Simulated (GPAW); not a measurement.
# CuO (P6_3mc) in GPAW: notebook, part 2 of 2

GPAW 26.7.0. Earlier steps stand in the parts before.

## 4. Band structure, r2SCAN

Input file run.py:

```python
from ase.dft.bandgap import bandgap
from ase.io import read, write
from ase.units import GPa
from gpaw import GPAW, PW

atoms = read('POSCAR')

calc = GPAW(mode=PW(800),
            xc='MGGA_X_R2SCAN+MGGA_C_R2SCAN',
            kpts={'size': (6, 6, 3), 'gamma': True},
            occupations={'name': 'fermi-dirac', 'width': 0.05},
            nbands=33,
            convergence={'density': 1e-05, 'energy': 1e-05},
            maxiter=150,
            txt='gpaw.txt')
atoms.calc = calc
energy = atoms.get_potential_energy()
forces = atoms.get_forces()
stress = atoms.get_stress()
calc.write('gs.gpw')
write('result.traj', atoms)
print(f'Energy: {energy:.6f} eV')
print('Forces (eV/A):')
print(forces.round(4))
print('Stress (GPa):', (stress / GPa).round(3))
print('Fermi level:', round(calc.get_fermi_level(), 4), 'eV')
print(f'Gap: {bandgap(calc)[0]:.4f} eV, direct: {bandgap(calc, direct=True)[0]:.4f} eV')

path = atoms.cell.bandpath('GMKGALHA,LM,KH', npoints=80, eps=1e-4)
bs_calc = calc.fixed_density(kpts=path, symmetry='off', nbands=48,
                             convergence={'bands': 'CBM+6.0', 'eigenstates': 1e-6}, txt='bands.txt')
bs = bs_calc.band_structure()
bs.write('bs.json')
print(f'Gap on the path: {bandgap(bs_calc)[0]:.4f} eV')
```

Input file POSCAR:

```
CuO
1.0
    3.2880244267      0.0000000000      0.0000000000
   -1.6440122134      2.8475126818      0.0000000000
    0.0000000000      0.0000000000      5.3850248600
Cu O
2 2
Direct
    0.6666666667      0.3333333333      0.0000000000
    0.3333333333      0.6666666667      0.5000000000
    0.6666666667      0.3333333333      0.6252000000
    0.3333333333      0.6666666667      0.1252000000
```

Potentials or basis: GPAW PAW data sets (gpaw-data 1.2.1), pw.

Started as:

```bash
> OMP_NUM_THREADS=1 python run.py
```

gpaw.txt:

```text
__  _  _
 | _ |_)|_||  |
 |__||  | ||/\| - 26.7.0

Input parameters:
  mode=PW(ecut=800.0),
  convergence={'density': 1e-05, 'energy': 1e-05},
  kpts=MonkhorstPack(size=(6, 6, 3), gamma=True),
  maxiter=150,
  nbands=33,
  occupations=Occupations(name='fermi-dirac', width=0.05),
  xc=XC(name='MGGA_X_R2SCAN+MGGA_C_R2SCAN')

Diagonalizing LCAO Hamiltonian
Converting LCAO to pw mode

        Cu O

        O
           Cu

Atoms  # Å, Bohr magnetons
|   | symbol |         x |        y |        z |    initial magnetic moments |
|---|--------|-----------|----------|----------|-----------------------------|
| 0 |     Cu |  1.644012 | 0.949171 | 0.000000 | ( 0.0000,  0.0000,  0.0000) |
| 1 |     Cu | -0.000000 | 1.898342 | 2.692512 | ( 0.0000,  0.0000,  0.0000) |
| 2 |      O |  1.644012 | 0.949171 | 3.366718 | ( 0.0000,  0.0000,  0.0000) |
| 3 |      O | -0.000000 | 1.898342 | 0.674205 | ( 0.0000,  0.0000,  0.0000) |

Unit cell  # Å
| periodic |         x |        y |        z |  lengths |     angles |
|----------|-----------|----------|----------|----------|------------|
|      yes |  3.288024 | 0.000000 | 0.000000 | 3.288024 |  90.000000 |
|      yes | -1.644012 | 2.847513 | 0.000000 | 3.288024 |  90.000000 |
|      yes |  0.000000 | 0.000000 | 5.385025 | 5.385025 | 120.000000 |

Number of symmetries: 6
Symmetry operations  # r_c * U_cc + t_c -> r_c
|   | kind |            matrix            |
|---|------|------------------------------|
| 0 |  σ   |  1, 1, 0,  0,-1, 0,  0, 0, 1 |
| 1 |  E   |  1, 0, 0,  0, 1, 0,  0, 0, 1 |
| 2 |  C3  |  0, 1, 0, -1,-1, 0,  0, 0, 1 |
| 3 |  σ   |  0,-1, 0, -1, 0, 0,  0, 0, 1 |
| 4 |  σ   | -1, 0, 0,  1, 1, 0,  0, 0, 1 |
| 5 |  C3  | -1,-1, 0,  1, 0, 0,  0, 0, 1 |

BZ-sampling:
  Number of BZ points: 108
  Number of IBZ points: 17

  Monkhorst-Pack size: [6, 6, 3]
  Monkhorst-Pack shift: [0.08333333333333333, 0.08333333333333333, 0.0]

K-points  # in reciprocal-cell coordinates
|     |                                coordinates |     weight |
|-----|--------------------------------------------|------------|
|   0 | (  0.00000000,   0.00000000,   0.00000000) | 0.00925926 |
|   1 | (  0.00000000,   0.00000000,   0.33333333) | 0.01851852 |
|   2 | (  0.16666667,   0.00000000,  -0.33333333) | 0.05555556 |
|   3 | (  0.16666667,   0.00000000,   0.00000000) | 0.05555556 |
|   4 | (  0.16666667,   0.00000000,   0.33333333) | 0.05555556 |
|   5 | (  0.33333333,  -0.16666667,   0.00000000) | 0.05555556 |
|   6 | (  0.33333333,  -0.16666667,   0.33333333) | 0.11111111 |
|   7 | (  0.33333333,   0.00000000,  -0.33333333) | 0.05555556 |
|   8 | (  0.33333333,   0.00000000,   0.00000000) | 0.05555556 |
|   9 | (  0.33333333,   0.00000000,   0.33333333) | 0.05555556 |
| ... |                                            |            |
|  16 | (  0.50000000,   0.50000000,   0.33333333) | 0.05555556 |

Plane wave coefficients: 2617
Cutoff: 800.0 eV

[... 71 lines left out ...]

eigensolver:
  PPCG
  Converge bands: occupied
  niter=2

density mixing:
  MSR1-Mixer
  Pratt-step length: 0.05
  Maximum mixing coefficient: 0.75
  Old densities: 10
  SVD Regularization: 0.005
  Good broyden scale: 1.0
  Trust region scale: 1.0
  Backstep threshold: 4.0
  History deletion threshold: 6.0
  Fourier metric: weight=20.0, sigma=0.015

occupation numbers:
  Fermi-Dirac:
    width: 0.0500  # eV

poisson solver:
  ecut: 6400.0  # eV

xc functional:
  name: MGGA_X_R2SCAN+MGGA_C_R2SCAN with 2 nearest neighbor stencil

convergence criteria:
- Maximum integral of absolute [dens]ity change: 1e-05 electrons / valence electron
- Maximum [total energy] change in last 3 cyles: 1e-05 eV / valence electron
- Maximum integral of absolute [eigenst]ate change: 4e-08 eV^2 / valence electron
maximum number of iterations: 150

SCF iterations
|iter     | |      energy | eigst |  dens |
|---------|-|-------------|-------|-------|
|iter:   1| |  -45.310901 | +0.22 |       |
|iter:   2| |  -36.449899 | -0.93 | -0.89 |
|iter:   3| |  -33.635215 | -1.27 | -0.96 |
|iter:   4| |  -33.661832 | -2.14 | -1.40 |
|iter:   5| |  -33.721195 | -2.14 | -1.56 |
|iter:   6| |  -33.901344 | -2.77 | -1.69 |
|iter:   7| |  -33.679926 | -2.89 | -1.43 |
|iter:   8| |  -33.684503 | -3.82 | -2.43 |
|iter:   9| |  -33.683979 | -4.95 | -2.57 |
|iter:  10| |  -33.683871 | -4.70 | -2.74 |
|iter:  11| |  -33.683876c| -5.87 | -3.37 |
|iter:  12| |  -33.683882c| -6.85 | -3.73 |
|iter:  13| |  -33.683882c| -7.57c| -4.09 |
|iter:  14| |  -33.683881c| -7.68c| -4.64 |
|iter:  15| |  -33.683881c| -8.36c| -5.14c|

Converged in 15 steps
Energy contributions relative to reference atoms: (reference = -94124.608285)

Energy contributions:
  Kinetic:           5.970548
  Coulomb:         -11.967280
  Zero:              0.477766
  External:          0.000000
  Xc:              -28.137551
  Entropy:          -0.054728
  Spinorbit:         0.000000
  ----------------------------
  Free energy:     -33.711245
  Extrapolated:    -33.683881

dipole moment: (-0.000010, 0.000005, -12.734694)  # |e|*Ang

Fermi level: 3.467
Eigenvalues  # (at kpt = [0.000, 0.000, 0.000])
| band index |      eig [eV] | occ [0-2] |
|------------|---------------|-----------|
|          0 |       -15.882 |     2.000 |
|        ... |               |           |
|          5 |        -1.000 |     2.000 |
|          6 |        -0.823 |     2.000 |
|          7 |        -0.823 |     2.000 |
|          8 |         1.422 |     2.000 |
|          9 |         1.422 |     2.000 |
|         10 |         1.700 |     2.000 |
[... 8 lines left out ...]
|         19 |         9.637 |     0.000 |
|         20 |        11.671 |     0.000 |
|        ... |               |           |
|         32 |        25.447 |     0.000 |

No gap
No difference between direct/indirect transitions

Forces  # eV/Ang
|       x |        y |        z |
|---------|----------|----------|
| 0.00000 | -0.00000 | -0.02503 |  # Cu   0
| 0.00000 | -0.00000 | -0.02504 |  # Cu   1
| 0.00000 |  0.00000 |  0.02537 |  # O    2
| 0.00000 |  0.00000 |  0.02529 |  # O    3

Stress tensor  # eV/Ang^3
|        x |        y |        z |
|----------|----------|----------|
| 0.085671 | 0.000000 | 0.000000 |
| 0.000000 | 0.085671 | 0.000000 |
| 0.000000 | 0.000000 | 0.076638 |

# Writing to gs.gpw (mode='')
```

stdout:

```text
Energy: -33.683881 eV
Forces (eV/A):
[[ 0.     -0.     -0.025 ]
 [ 0.     -0.     -0.025 ]
 [ 0.      0.      0.0254]
 [ 0.      0.      0.0253]]
Stress (GPa): [13.726 13.726 12.279  0.     0.     0.   ]
Fermi level: 3.4665 eV
Gap: 0.0000 eV, direct: 0.0000 eV
Gap on the path: 0.0000 eV
```

Run time: 6.6 min. Hardware: 1 thread of Arm Neoverse V1, shared host; peak memory 0.53 GiB.

Results:

| Quantity | Value |
| --- | --- |
| Free energy | -33.7112 eV |
| Pressure | -13.2 GPa |
| Largest force | 0.025 eV/Å |
| Band gap along the path | none (metal or under the smearing width) |

Forces on the atoms (eV/Å):
```
Cu   0.000  0.000 -0.025
Cu   0.000  0.000 -0.025
O    0.000  0.000  0.025
O    0.000  0.000  0.025
```

Levels at the corners of the path, in eV from the Fermi level:
```tsv
point	band 15	band 16	band 17	band 18	band 19	band 20
Γ	0.01	0.64	0.75	0.76	1.29	6.17
M	-1.21	-1.05	-0.20	0.01	6.47	7.26
K	-1.28	-0.64	-0.64	-0.62	8.35	8.38
Γ	0.01	0.64	0.75	0.76	1.29	6.17
A	0.38	0.38	0.38	0.38	3.73	3.73
L	-0.48	-0.48	-0.46	-0.46	6.45	6.45
H	-1.13	-1.13	-0.43	-0.43	8.40	8.40
A	0.38	0.38	0.38	0.38	3.73	3.73
L	-0.48	-0.48	-0.46	-0.46	6.45	6.45
M	-1.21	-1.05	-0.20	0.01	6.47	7.26
K	-1.28	-0.64	-0.64	-0.62	8.35	8.38
H	-1.13	-1.13	-0.43	-0.43	8.40	8.40
```

Caveat: the k mesh is coarse (spacing up to 0.39 Å⁻¹), so the values aren't converged; with this Cu data set, volumes or pressures lay over 1.5 % or 2 GPa off other programs in two to four cells of ten; the PAW data sets were made with another functional, which shifts forces and pressure a little; the run has no spin polarisation, though such a crystal can be magnetic; semilocal functionals often make such compounds metallic where correlation or magnetic order opens a gap, which also shifts bond lengths.

## 5. Band structure, PW91

run.py, as its differences from that of step 4:

```diff
@@ -3,3 +3,5 @@
 from ase.units import GPa
-from gpaw import GPAW, PW
+from gpaw import GPAW, PW, setup_paths
+
+setup_paths.insert(0, '.')
 
@@ -8,3 +10,3 @@
 calc = GPAW(mode=PW(800),
-            xc='MGGA_X_R2SCAN+MGGA_C_R2SCAN',
+            xc='GGA_X_PW91+GGA_C_PW91',
             kpts={'size': (6, 6, 3), 'gamma': True},
```

POSCAR is that of step 4.

Potentials or basis: PAW data sets generated in the run's folder for this functional, pw.

Started as:

```bash
> gpaw-setup -f GGA_X_PW91+GGA_C_PW91 Cu O
> OMP_NUM_THREADS=1 python run.py
```

It took 2.3 min on 1 thread of Arm Neoverse V1, shared host; peak memory 0.44 GiB.

Results (log left out):

- Free energy: -19.4685 eV
- Pressure: -8.6 GPa
- Largest force: 0.043 eV/Å
- Band gap along the path: none (metal or under the smearing width)

Forces on the atoms (eV/Å):
```
Cu   0.000  0.000 -0.043
Cu   0.000  0.000 -0.043
O    0.000  0.000  0.043
O    0.000  0.000  0.043
```

Stress tensor (GPa, compression positive):
```
-9.05  0.00  0.00
 0.00 -9.05  0.00
 0.00  0.00 -7.78
```

Levels at the corners of the path, in eV from the Fermi level:
```
point  band 14  band 15  band 16  band 17  band 18  band 19  band 20
    Γ     0.01     0.01     0.63     0.73     0.73     0.97     5.66
    M    -1.51    -1.17    -1.05    -0.18     0.01     5.95     6.87
    K    -1.27    -1.27    -0.61    -0.60    -0.60     7.77     7.77
    Γ     0.01     0.01     0.63     0.73     0.73     0.97     5.66
    A    -0.64     0.37     0.37     0.37     0.37     3.38     3.38
    L    -1.54    -0.48    -0.48    -0.45    -0.45     6.04     6.04
    H    -1.42    -1.09    -1.09    -0.41    -0.41     8.01     8.01
    A    -0.64     0.37     0.37     0.37     0.37     3.38     3.38
    L    -1.54    -0.48    -0.48    -0.45    -0.45     6.04     6.04
    M    -1.51    -1.17    -1.05    -0.18     0.01     5.95     6.87
    K    -1.27    -1.27    -0.61    -0.60    -0.60     7.77     7.77
    H    -1.42    -1.09    -1.09    -0.41    -0.41     8.01     8.01
```

Caveat: the k mesh is coarse (spacing up to 0.39 Å⁻¹), so the values aren't converged; with this Cu data set, volumes or pressures lay over 1.5 % or 2 GPa off other programs in two to four cells of ten; the run has no spin polarisation, though such a crystal can be magnetic; semilocal functionals often make such compounds metallic where correlation or magnetic order opens a gap, which also shifts bond lengths.

## 6. Band structure, vdW-DF-cx

run.py, as its differences from that of step 5:

```diff
@@ -2,6 +2,3 @@
 from ase.io import read, write
-from ase.units import GPa
-from gpaw import GPAW, PW, setup_paths
-
-setup_paths.insert(0, '.')
+from gpaw import GPAW, PW
 
@@ -10,3 +7,3 @@
 calc = GPAW(mode=PW(800),
-            xc='GGA_X_PW91+GGA_C_PW91',
+            xc={'name': 'vdW-DF-cx', 'backend': 'libvdwxc'},
             kpts={'size': (6, 6, 3), 'gamma': True},
@@ -20,3 +17,2 @@
 forces = atoms.get_forces()
-stress = atoms.get_stress()
 calc.write('gs.gpw')
@@ -26,3 +22,2 @@
 print(forces.round(4))
-print('Stress (GPa):', (stress / GPa).round(3))
 print('Fermi level:', round(calc.get_fermi_level(), 4), 'eV')
```

POSCAR is that of step 5.

Potentials or basis: GPAW PAW data sets (gpaw-data 1.2.1), pw.

Started as:

```bash
> OMP_NUM_THREADS=1 python run.py
```

It took 2.2 min on 1 thread of Arm Neoverse V1, shared host; peak memory 0.47 GiB.

The run converged. Its results:

```
Free energy             : 29.4870 eV
Largest force           : 0.044 eV/Å
Band gap along the path : none (metal or under the smearing width)
```

Forces in eV/Å, atoms in the order of the input:
```
Cu   0.000  0.000 -0.044
Cu   0.000  0.000 -0.044
O    0.000  0.000  0.044
O    0.000  0.000  0.044
```

Levels at the corners of the path, in eV from the Fermi level:
```tsv
point	band 15	band 16	band 17	band 18	band 19	band 20
Γ	0.01	0.63	0.73	0.73	1.00	5.71
M	-1.17	-1.06	-0.18	0.01	6.00	6.83
K	-1.28	-0.61	-0.60	-0.60	7.82	7.82
Γ	0.01	0.63	0.73	0.73	1.00	5.71
A	0.37	0.37	0.37	0.37	3.40	3.40
L	-0.48	-0.48	-0.45	-0.45	6.03	6.03
H	-1.10	-1.10	-0.41	-0.41	7.95	7.95
A	0.37	0.37	0.37	0.37	3.40	3.40
L	-0.48	-0.48	-0.45	-0.45	6.03	6.03
M	-1.17	-1.06	-0.18	0.01	6.00	6.83
K	-1.28	-0.61	-0.60	-0.60	7.82	7.82
H	-1.10	-1.10	-0.41	-0.41	7.95	7.95
```

Caveat: the k mesh is coarse (spacing up to 0.39 Å⁻¹), so the values aren't converged; the PAW data sets were made with another functional, which shifts forces and pressure a little; the run has no spin polarisation, though such a crystal can be magnetic; semilocal functionals often make such compounds metallic where correlation or magnetic order opens a gap, which also shifts bond lengths.

## 7. Summary

```tsv
level	potentials or basis	pressure (GPa)	largest force (eV/Å)
LDA	the program's PAW data sets (release 1.2.1) made for this functional, pw	-19.5	0.03
PBE	GPAW PAW data sets (gpaw-data 1.2.1), pw	-7.9	0.04
r2SCAN	GPAW PAW data sets (gpaw-data 1.2.1), pw	-13.2	0.03
PW91	PAW data sets generated in the run's folder for this functional, pw	-8.6	0.04
vdW-DF-cx	GPAW PAW data sets (gpaw-data 1.2.1), pw	-	0.04
```

Alike in all rows: task band structure; no spin polarisation; cell as given; k mesh 6 × 6 × 3; cutoff (eV) 800; smearing fermi-dirac 0.05 eV; the mesh is coarse, so values aren't converged.

Caveats: all runs use coarse meshes; the run has no spin polarisation, though such a crystal can be magnetic; semilocal functionals often make such compounds metallic where correlation or magnetic order opens a gap, which also shifts bond lengths; with this Cu data set, volumes or pressures lay over 1.5 % or 2 GPa off other programs in two to four cells of ten (some runs); the PAW data sets were made with another functional, which shifts forces and pressure a little (some runs).

Absolute energies hang on the potentials; compare differences alone.
